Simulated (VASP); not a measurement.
Write the native input for VASP 6.6.1 that does the following.

```
Task                   : band structure
Functional             : TB-mBJ
Potentials or basis    : VASP PAW PBE potentials, release 64 (Te, Cd)
Cutoff                 : 520 eV
k mesh                 : 6 × 6 × 6
Occupations            : gaussian, width 0.02 eV
Spin                   : spin-orbit coupling, no magnetisation
Ladder                 : free
Further INCAR settings : ALGO = Normal; EDIFF = 1e-06
```

CdTe:

```
Te Cd
1.0
     0.00000    3.20500    3.20500
     3.20500    0.00000    3.20500
     3.20500    3.20500    0.00000
Te Cd
1 1
Direct
  0.75000 0.75000 0.75000
  0.00000 0.00000 0.00000
```

One way to write it, as run:

POSCAR

```
CdTe
1.0
    0.0000000000      3.2050000000      3.2050000000
    3.2050000000      0.0000000000      3.2050000000
    3.2050000000      3.2050000000      0.0000000000
Te Cd
1 1
Direct
    0.7500000000      0.7500000000      0.7500000000
    0.0000000000      0.0000000000      0.0000000000
```

INCAR.step1

```
PREC = Accurate
ENCUT = 520
EDIFF = 1E-5
ISMEAR = 0
SIGMA = 0.02
LREAL = F
LASPH = T
NELM = 80
ALGO = Normal
ISIF = 2
LWAVE = T
LCHARG = F
MAGMOM = 0 0 0 0 0 0
LORBIT = 11
LSORBIT = T
GGA_COMPAT = F
GGA = PE
KPAR = 2
```

INCAR.step2

```
PREC = Accurate
ENCUT = 520
EDIFF = 1E-6
ISMEAR = 0
SIGMA = 0.02
LREAL = F
LASPH = T
NELM = 80
ALGO = Normal
ISIF = 2
LWAVE = F
LCHARG = F
MAGMOM = 0 0 0 0 0 0
LORBIT = 11
LSORBIT = T
GGA_COMPAT = F
METAGGA = MBJ
ISTART = 1
KPAR = 2
```

KPOINTS

```
Automatic mesh
0
Gamma
  6 6 6
```

KPOINTS_OPT

```
path GXWKGLUWLK,UX
15
line-mode
reciprocal
 0.0000000000  0.0000000000  0.0000000000  G
 0.5000000000  0.0000000000  0.5000000000  X

 0.5000000000  0.0000000000  0.5000000000  X
 0.5000000000  0.2500000000  0.7500000000  W

 0.5000000000  0.2500000000  0.7500000000  W
 0.3750000000  0.3750000000  0.7500000000  K

 0.3750000000  0.3750000000  0.7500000000  K
 0.0000000000  0.0000000000  0.0000000000  G

 0.0000000000  0.0000000000  0.0000000000  G
 0.5000000000  0.5000000000  0.5000000000  L

 0.5000000000  0.5000000000  0.5000000000  L
 0.6250000000  0.2500000000  0.6250000000  U

 0.6250000000  0.2500000000  0.6250000000  U
 0.5000000000  0.2500000000  0.7500000000  W

 0.5000000000  0.2500000000  0.7500000000  W
 0.5000000000  0.5000000000  0.5000000000  L

 0.5000000000  0.5000000000  0.5000000000  L
 0.3750000000  0.3750000000  0.7500000000  K

 0.6250000000  0.2500000000  0.6250000000  U
 0.5000000000  0.0000000000  0.5000000000  X
```

Potentials or basis: VASP PAW PBE potentials, release 64 (Te, Cd).

Run with:

```bash
$ cat potpaw_PBE.64/Te/POTCAR potpaw_PBE.64/Cd/POTCAR > POTCAR
$ cp INCAR.step1 INCAR
$ mpirun -np 2 vasp_ncl > vasp.out
$ cp INCAR.step2 INCAR
$ mpirun -np 2 vasp_ncl > vasp.out
```

Results of the run:

```
Valence electrons inside the program's atomic spheres : Te 3.56; Cd 10.24
```

It took 3.1 min on 2 MPI ranks on Intel(R) Xeon(R) 6975P-C (Granite Rapids), on a shared host, peak memory 0.47 GiB a rank.
